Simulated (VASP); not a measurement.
Set up this calculation in VASP 6.6.1, as an ASE script.

- Task: single point
- Functional: PBEsol
- Potentials or basis: VASP PAW PBE potentials, release 64 (Zr_sv_GW, C_GW)
- Cutoff: 550 eV
- k mesh: 10 × 10 × 10
- Occupations: gaussian, width 0.1 eV
- Spin: no spin polarisation
- Further INCAR settings: ALGO = Normal; EDIFF = 1.00e-07

The structure of ZrC lies in ZrC.cif:

```cif
data_ZrC
_cell_length_a 3.34461508
_cell_length_b 3.34461508
_cell_length_c 3.34461508
_cell_angle_alpha 60.00000000
_cell_angle_beta 60.00000000
_cell_angle_gamma 60.00000000
_space_group_name_H-M_alt 'P1'
_space_group_name_Hall 'P 1'
_space_group_IT_number 1
loop_
_space_group_symop_operation_xyz
'x,y,z'
loop_
_atom_site_label
_atom_site_type_symbol
_atom_site_symmetry_multiplicity
_atom_site_Wyckoff_symbol
_atom_site_fract_x
_atom_site_fract_y
_atom_site_fract_z
_atom_site_occupancy
Zr1 Zr 1 a 0.5000000000 0.5000000000 0.5000000000 1
C1 C 1 a 0.0000000000 0.0000000000 0.0000000000 1
```

These files were run (other wordings do the same):

run.py

```python
from ase.calculators.vasp import Vasp
from ase.dft.bandgap import bandgap
from ase.io import read

atoms = read('ZrC.cif')
calc = Vasp(
    directory='calc',
    xc='pbesol',
    pp='PBE',
    setups='gw',
    prec='Accurate',
    encut=550,
    ediff=1e-07,
    ismear=0,
    sigma=0.1,
    lreal=False,
    lasph=True,
    nelm=100,
    algo='Normal',
    isif=2,
    lwave=False,
    lcharg=False,
    kpts=[10, 10, 10],
    gamma=True,
)
atoms.calc = calc

print('energy (eV):', atoms.get_potential_energy())
print('free energy (eV):', atoms.get_potential_energy(force_consistent=True))
print('forces (eV/A):')
print(atoms.get_forces())
print('stress (eV/A^3, Voigt):', atoms.get_stress())
print('Fermi level (eV):', calc.get_fermi_level())
gap, top, bottom = bandgap(calc)
print('band gap (eV):', gap, 'from (spin, k, band)', top, 'to', bottom)
```

Potentials or basis: VASP PAW PBE potentials, release 64 (Zr_sv_GW, C_GW).

Command:

```console
$ python run.py
```

Results of the run:

```
Pressure               : -8.9 GPa
Band gap on the k mesh : none (metal or under the smearing width)
```

Caveat: the PAW data sets were made with another functional, which shifts forces and pressure a little.

It took 30 s on 1 thread of Intel(R) Xeon(R) Platinum 8488C (Sapphire Rapids), with other jobs on the host, peak memory 0.17 GiB.
